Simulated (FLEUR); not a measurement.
# Co: equation of state with LDA

The system is Co.

```
Co
1.0
     2.47200    0.00000    0.00000
    -1.23600    2.14081    0.00000
     0.00000    0.00000    4.02114
Co
2
Direct
  0.66667 0.33333 0.75000
  0.33333 0.66667 0.25000
```

```json
{
  "Program": "FLEUR MaX-R8.1 (later development tree)",
  "Task": "equation of state",
  "Functional": "LDA",
  "Potentials or basis": "all-electron",
  "Basis": "FLAPW",
  "Kmax": "4.69 1/bohr",
  "k mesh": "12 × 12 × 7",
  "Occupations": "fermi-dirac, width 0.05 eV",
  "Spin": "collinear spin, program default start"
}
```

```json
{
  "Equilibrium volume": "9.98 Å³/atom (rough: see the caveat)",
  "Bulk modulus at fixed shape and positions": "276 GPa (rough)"
}
```

Energy against volume, from the lowest point:
```csv
volume (Å³/atom),energy (meV/atom)
10.002,0.00
10.215,4.49
10.640,32.97
11.066,81.86
11.279,112.49
```

Caveat: the minimum lies outside the volumes run; the cell was scaled at fixed shape and fractional positions, which overstates the stiffness of a crystal with free parameters, most of all of layers and chains.
